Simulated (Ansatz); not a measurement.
## BaS: eigenvalues along the path

```
Ba S
1.0
     0.00000    3.21490    3.21490
     3.21490    0.00000    3.21490
     3.21490    3.21490    0.00000
Ba S
1 1
Direct
  0.00000 0.00000 0.00000
  0.50000 0.50000 0.50000
```

Atoms are numbered in the order listed.

The cell is COD entry 9008600, as deposited and not checked against the literature; nothing was relaxed. The listed cell was then made from it by scaling, straining or moving an atom.

Spin–orbit coupling is left out, though it moves levels of the heavy atoms by tenths of an eV or more.

These are results of DFT, LDA, all-electron LAPW, scalar-relativistic (Ansatz 0.2.0), not measurements.

The runs use a Γ-centred 7×7×7 k mesh, Fermi–Dirac smearing of 0.01 eV, basis error target 0.25 meV/atom, no spin polarisation.

Path points, in fractions of the reciprocal vectors: Γ (0.000, 0.000, 0.000), X (0.500, 0.000, 0.500), U (0.625, 0.250, 0.625), K (0.375, 0.375, 0.750), L (0.500, 0.500, 0.500), W (0.500, 0.250, 0.750). Levels in eV from the valence-band top; bands 15 to 24, counted from the lowest band of the run. The gap is 2.04 eV, indirect from Γ to X (0.5, 0, 0.5).

```
# k(1/Å) point b15 b16 b17 b18 b19 b20 b21 b22 b23 b24
0.000 Γ -11.04 -11.04 -11.04 -10.24 0.00 0.00 0.00 3.29 3.80 3.80
0.195 - -11.26 -11.05 -11.05 -9.99 -0.51 -0.05 -0.05 3.52 3.66 4.13
0.391 - -11.53 -11.10 -11.10 -9.70 -1.13 -0.13 -0.13 2.98 4.17 5.01
0.586 - -11.63 -11.16 -11.16 -9.72 -1.19 -0.16 -0.16 2.48 4.75 5.42
0.782 - -11.58 -11.21 -11.21 -9.97 -0.77 -0.14 -0.14 2.15 5.41 5.76
0.977 X -11.51 -11.22 -11.22 -10.14 -0.49 -0.12 -0.12 2.04 5.80 5.91
1.046 - -11.51 -11.25 -11.22 -10.11 -0.49 -0.17 -0.14 2.09 5.86 5.96
1.115 - -11.50 -11.32 -11.21 -10.03 -0.50 -0.30 -0.21 2.25 6.02 6.13
1.184 - -11.48 -11.42 -11.20 -9.91 -0.50 -0.49 -0.31 2.49 6.24 6.39
1.254 - -11.53 -11.46 -11.19 -9.79 -0.70 -0.50 -0.43 2.80 6.05 6.42
1.323 U -11.63 -11.43 -11.17 -9.67 -0.92 -0.56 -0.51 3.17 5.70 6.45
1.442 - -11.68 -11.40 -11.19 -9.60 -1.05 -0.59 -0.52 3.47 5.22 6.39
1.562 - -11.71 -11.34 -11.23 -9.55 -1.15 -0.58 -0.53 3.94 4.55 6.35
1.682 - -11.71 -11.34 -11.23 -9.55 -1.15 -0.58 -0.53 3.94 4.55 6.35
1.801 - -11.68 -11.40 -11.19 -9.60 -1.05 -0.59 -0.52 3.47 5.22 6.39
1.921 K -11.63 -11.43 -11.17 -9.67 -0.92 -0.56 -0.51 3.17 5.70 6.45
2.128 - -11.85 -11.33 -11.11 -9.38 -1.42 -0.86 -0.48 4.52 4.79 5.71
2.336 - -11.87 -11.21 -11.06 -9.33 -1.51 -0.91 -0.38 4.12 4.92 5.06
2.543 - -11.66 -11.12 -11.04 -9.55 -1.13 -0.66 -0.22 3.77 4.31 4.48
2.750 - -11.30 -11.06 -11.04 -9.95 -0.44 -0.24 -0.06 3.73 3.76 3.93
2.958 Γ -11.04 -11.04 -11.04 -10.24 0.00 0.00 0.00 3.29 3.80 3.80
3.127 - -11.24 -11.04 -11.04 -10.03 -0.28 -0.13 -0.13 3.63 3.84 3.94
3.296 - -11.58 -11.05 -11.05 -9.67 -0.85 -0.42 -0.42 3.81 4.35 4.35
3.465 - -11.87 -11.06 -11.06 -9.34 -1.39 -0.72 -0.72 4.10 4.97 4.97
3.635 - -12.06 -11.07 -11.07 -9.13 -1.77 -0.93 -0.93 4.64 5.73 5.73
3.804 L -12.13 -11.08 -11.08 -9.05 -1.90 -1.00 -1.00 5.28 5.42 6.21
3.942 - -12.10 -11.11 -11.08 -9.10 -1.81 -0.97 -0.95 5.04 5.28 6.20
4.080 - -12.00 -11.18 -11.11 -9.25 -1.58 -0.87 -0.81 4.65 4.90 6.35
4.218 - -11.85 -11.27 -11.17 -9.43 -1.32 -0.71 -0.64 4.35 4.50 6.56
4.357 - -11.67 -11.34 -11.28 -9.57 -1.13 -0.54 -0.51 4.17 4.21 6.28
4.495 W -11.54 -11.37 -11.37 -9.63 -1.06 -0.46 -0.46 4.11 4.11 6.16
4.593 - -11.52 -11.41 -11.32 -9.67 -0.98 -0.49 -0.41 3.47 4.82 6.11
4.690 - -11.45 -11.45 -11.28 -9.79 -0.77 -0.50 -0.33 2.90 5.55 6.02
4.788 - -11.48 -11.36 -11.25 -9.94 -0.50 -0.48 -0.24 2.45 5.93 6.27
4.886 - -11.50 -11.26 -11.23 -10.08 -0.49 -0.23 -0.16 2.15 5.86 6.07
4.983 X -11.51 -11.22 -11.22 -10.14 -0.49 -0.12 -0.12 2.04 5.80 5.91
```
